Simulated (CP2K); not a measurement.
## MgS under changes of volume

One of the cells (22.740 Å³/atom); the others are scaled copies at fixed shape and fractional positions:

```
S Mg
1.0
     4.00664    0.00000    0.00000
     2.00332    3.46985    0.00000
     2.00332    1.15662    3.27141
S Mg
1 1
Direct
  0.25000 0.25000 0.25000
  0.00000 0.00000 0.00000
```

The cell comes from a database or a generator and needn't be the stable form of this composition.

* Program: CP2K 2026.2
* Functional: r2SCAN
* Potentials or basis: POTENTIAL_UZH S GTH-SCAN-q6, Mg GTH-SCAN-q10; TZVP-MOLOPT-SCAN-GTH basis
* Density cutoff: 19048 eV
* k mesh: 8 × 8 × 8
* Occupations: fermi-dirac, width 0.01 eV
* Spin: no spin polarisation

```tsv
volume (Å³/atom)	energy over the lowest point (meV/atom)	pressure (GPa)	gap on the mesh (eV)
21.376	24.88	5.2	4.33
21.831	12.38	3.6	4.22
22.285	4.08	2.2	4.10
22.740	1.00	0.9	4.00
23.195	0.00	-0.2	3.89
23.650	2.13	-1.3	3.79
24.105	?	?	?
```

What does the run at 24.105 Å³/atom give?

Energy over the lowest point 7.09 meV/atom; pressure -2.2 GPa; gap on the mesh 3.69 eV.

Worked out: A Birch-Murnaghan fit of order 3 (a polynomial in V^(-2/3)) to the other rows has its minimum at 23.05 Å³/atom with B0 = V·E''(V) = 48 GPa (rough, since the energies scatter). It gives 6.00 meV/atom at 24.105 Å³/atom, against the run's 7.09, and -dE/dV = -1.6 GPa, against -2.2. A straight line through the other rows of the gap, of slope -5.36 eV per unit of ln V (its deformation potential), extrapolates to 3.69 eV, against the run's 3.69.

Energies are extrapolated to zero smearing.

Caveats: the basis of atomic orbitals isn't converged, which shifts pressures, moduli and gaps.
